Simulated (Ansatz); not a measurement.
# Polymorphs of Be3Se4

Level of theory: Ansatz 0.2.0, DFT PBE, scalar-relativistic, plane waves, PAW. All cells share a 420 eV cutoff and Γ-centred k meshes spaced at most about 0.3 Å⁻¹ (about 0.25 or finer for metals, 2π included). No spin polarisation.

Energies over the elements count from the elements' standard structures at the same level, with no fitted energy shifts.

These are static total energies at zero pressure. Only the structures computed here compete, so a lower one can exist. The k mesh leaves some 4 meV/atom of noise in the energy of each metallic cell. Weakly bound directions are ill-defined at this level, which has no dispersion term (P-4m2), and this can change margins and order among such cells. Kohn–Sham gaps at this level usually fall short of measured ones. The reference form of Se is held partly by dispersion forces, which this level lacks.

Invented guesses were relaxed alike, and ends that match in structure were merged. ΔE counts from the first row. Coordination counts Se atoms around Be (those within 1.25 times the shortest such distance or 1.15 times the sum of covalent radii, 1.27 where that leaves under three). The ends were matched against large subsets of the Crystallography Open Database and the Materials Project, so a missing match doesn't prove that a structure is unreported.

| # | reached from | type and space group | atoms | Å³/atom | coordination | ΔE (meV/atom) | gap on mesh (eV) | in databases |
| --- | --- | --- | --- | --- | --- | --- | --- | --- |
| 1 | a cell proposed by chemical analogy | Pmn2_1 (No. 31) | 14 | 21.8 | Be 4 | 0 | 1.13 | no match |
| 2 | a cell proposed by chemical analogy | P-4m2 (No. 115) | 7 | 20.0 | Be 4 | 56 | 0.00 | no match |
| 3 | a cell proposed by chemical analogy | I-42m (No. 121) | 7 | 19.3 | Be 4 | 61 | 0.00 | no match |
| 4 | a cell proposed by chemical analogy | P-43m (No. 215) | 7 | 19.1 | Be 4 | 68 | 0.00 | no match |
| 5 | a cell proposed by chemical analogy | P6_3/m (No. 176) | 14 | 21.3 | Be 4 | 114 | 0.00 | no match |

The lowest: Space group Pmn2_1 (No. 31), orthorhombic, a = 7.089 Å, b = 6.764 Å, c = 6.379 Å. Be on a site of symmetry m is surrounded by 2 Se at 2.14–2.15 Å and 2 Se at 2.32 Å; Be on a site of symmetry 1 is surrounded by 2 Se at 2.15–2.17 Å and 2 Se at 2.31–2.34 Å; Se on a site of symmetry m is surrounded by 3 Be at 2.15–2.17 Å; Se on a site of symmetry 1 is surrounded by 3 Be at 2.31–2.34 Å and 1 Se at 2.46 Å; Se on a second site of symmetry m has 3 Be at 2.14–2.15 Å. Its energy over the elements is −0.515 eV/atom. It lies below the elements, which doesn't yet make it stable against other compounds or structures. An observed structure of this formula, if there is one, may be missing.

```cif
data_structure
_symmetry_space_group_name_H-M 'Pmn2_1'
_symmetry_Int_Tables_number 31
_cell_length_a 7.0894
_cell_length_b 6.7635
_cell_length_c 6.3790
_cell_angle_alpha 90.000
_cell_angle_beta 90.000
_cell_angle_gamma 90.000
_cell_volume 305.87
loop_
_atom_site_label
_atom_site_type_symbol
_atom_site_symmetry_multiplicity
_atom_site_Wyckoff_symbol
_atom_site_fract_x
_atom_site_fract_y
_atom_site_fract_z
_atom_site_occupancy
Be1 Be 2 a 0.00000 0.14507 0.53998 1
Be2 Be 4 b 0.74760 0.32595 0.99548 1
Se1 Se 2 a 0.00000 0.84782 0.42058 1
Se2 Se 4 b 0.82640 0.37214 0.34818 1
Se3 Se 2 a 0.50000 0.80757 0.37211 1
```

The second: Space group P-4m2 (No. 115), tetragonal, a = 3.558 Å, c = 11.047 Å. Be on a site of symmetry -4m2 is surrounded by 4 Se at 2.21 Å; around Be on a site of symmetry 2mm lie 4 Se at 2.19–2.24 Å; Se on its first site is surrounded by 4 Be at 2.21–2.24 Å; Se on its second site has 2 Be at 2.19 Å. Counting Se atoms around Be, the first and the second both have Be 4. The first holds Se–Se pairs (shortest 2.46 Å); in the second the shortest Se–Se distance is 3.56 Å. Cells relaxed within their symmetry can be saddle points.

```
Be Se
1.0
     3.55758    0.00000    0.00000
     0.00000    3.55758    0.00000
     0.00000    0.00000   11.04686
Be Se
3 4
Direct
  0.00000 0.00000 0.00000
  0.50000 0.50000 0.24179
  0.50000 0.50000 0.75821
  0.50000 0.00000 0.88182
  0.00000 0.50000 0.11818
  0.50000 0.00000 0.35699
  0.00000 0.50000 0.64301
```

Some candidate types were left out of the draw beforehand, so a known form may be missing.
